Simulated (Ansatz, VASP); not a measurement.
Given: the input of a run of Ansatz 0.2.0 on RbCl.

The input input.yaml:

```yaml
crystal:
  lattice:
    - [0.0, 3.2297513325, 3.2297513325]
    - [3.2297513325, 0.0, 3.2297513325]
    - [3.2297513325, 3.2297513325, 0.0]
  atoms:
    - { symbol: Rb, position: [0.0, 0.0, 0.0] }
    - { symbol: Cl, position: [0.5, 0.5, 0.5] }
hamiltonian:
  xc: pbe
  pseudopotentials: { kind: paw }
kpoints:
  mp_grid: { grid: [7, 7, 7] }
scf:
  occupations: { method: fermi_dirac, width: 0.05 }
output:
  forces: true
  stress: true
  eigenvalues: true
```

Potentials or basis: Ansatz PAW.

Command:

```sh
$ ansatz run input.yaml --threads 1 --pin off --max-ram 3584MiB --backend cpu --events-out ev --progress --plain --runs-dir out
```

Q: Translate it to VASP 6.6.1. Potentials there: VASP PAW PBE potentials, release 64 (Rb_sv, Cl).

A: As run (the cutoff follows the program's own potentials):

INCAR

```
PREC = Accurate ; ENCUT = 520
EDIFF = 1E-7 ; ISMEAR = -1
SIGMA = 0.05 ; LREAL = False
LASPH = True ; NELM = 100
ALGO = Normal ; ISIF = 2
LWAVE = False ; LCHARG = False
GGA = PE ; NBANDS = 15
```

Contents of KPOINTS:

```
Automatic mesh
0
Gamma
  7 7 7
```

The input POSCAR:

```
RbCl
1.0
    0.0000000000      3.2297513325      3.2297513325
    3.2297513325      0.0000000000      3.2297513325
    3.2297513325      3.2297513325      0.0000000000
Rb Cl
1 1
Direct
    0.0000000000      0.0000000000      0.0000000000
    0.5000000000      0.5000000000      0.5000000000
```

Potentials or basis: VASP PAW PBE potentials, release 64 (Rb_sv, Cl).

Launch:

```console
$ cat potpaw_PBE.64/Rb_sv/POTCAR potpaw_PBE.64/Cl/POTCAR > POTCAR
$ mpirun -np 1 vasp_std > vasp.out
```

Both were run:

|  | VASP | Ansatz | Ansatz less VASP |
| --- | --- | --- | --- |
| gap on the k mesh at the Fermi level (eV) | 5.18 | 5.19 | +0.003 |
| least direct gap on the mesh (eV) | 5.18 | 5.19 | +0.003 |
| pressure (GPa) | 2.1 | 2.0 | -0.02 |

Caveats: an odd mesh through Γ misses points on the zone boundary, where band edges often lie (VASP); odd divisions of the mesh miss points on the zone boundary, where band edges often lie, so the gap on the mesh can be too wide (Ansatz).
